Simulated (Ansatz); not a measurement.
# CdF2: the cost of one run

Computed with Ansatz 0.2.0 (DFT LDA, scalar-relativistic, unless a step's input says otherwise).

## (1) Starting point

It takes space group Fm-3m (No. 225, cubic). The conventional cell has a = 5.388 Å, b = 5.388 Å, c = 5.388 Å, α = 90.00°, β = 90.00°, γ = 90.00°. Cd (site symmetry m-3m) has 8 F at 2.33 Å in its first shell of neighbours. F (site symmetry -43m) has 4 Cd at 2.33 Å in its first shell of neighbours.

As a file:

```cif
data_structure
_symmetry_space_group_name_H-M 'P 1'
_symmetry_Int_Tables_number 1
_cell_length_a 3.8099
_cell_length_b 3.8099
_cell_length_c 3.8099
_cell_angle_alpha 60.000
_cell_angle_beta 60.000
_cell_angle_gamma 60.000
_cell_volume 39.10
loop_
_atom_site_label
_atom_site_type_symbol
_atom_site_fract_x
_atom_site_fract_y
_atom_site_fract_z
_atom_site_occupancy
Cd1 Cd 0.00000 0.00000 0.00000 1
F1 F 0.25000 0.25000 0.25000 1
F2 F 0.75000 0.75000 0.75000 1
```

The cell comes from a crystallographic database entry that wasn't checked; take it as a given geometry, which may be far from equilibrium.

Atoms are numbered in the order of the input: Cd1, F2, F3.

## (2) LAPW, all electrons

The input, input.yaml:

```yaml
crystal:
  lattice:
    - [0.0, 2.694, 2.694]
    - [2.694, 0.0, 2.694]
    - [2.694, 2.694, 0.0]
  atoms:
    - { symbol: Cd, position: [0.0, 0.0, 0.0] }
    - { symbol: F, position: [0.25, 0.25, 0.25] }
    - { symbol: F, position: [0.75, 0.75, 0.75] }
kpoints:
  mp_grid: { grid: [8, 8, 8] }
  band_path:
    path:
      - [0.0, 0.0, 0.0]
      - [0.5, 0.0, 0.5]
      - [0.625, 0.25, 0.625]
      - [0.375, 0.375, 0.75]
      - [0.0, 0.0, 0.0]
      - [0.5, 0.5, 0.5]
      - [0.5, 0.25, 0.75]
      - [0.5, 0.0, 0.5]
    npoints: 14
scf:
  occupations: { method: fermi_dirac, width: 0.02 }
hamiltonian:
  xc: lda
  pseudopotentials: { kind: all_electron, lapw: { basis_error: 0.001 } }
output:
  forces: true
  stress: true
  eigenvalues: true
  populations: true
  dos: { projected: true, de: 0.2, e_range: [-14, 8] }
```

Run with:

```console
$ ansatz run input.yaml --threads 1 --pin off --max-ram 4096MiB --backend cpu --events-out ev --progress --plain --runs-dir out
```

What time and memory should one allow on 1 thread of Arm Neoverse V2, shared host?

About 17 s, with a peak of 0.32 GiB.
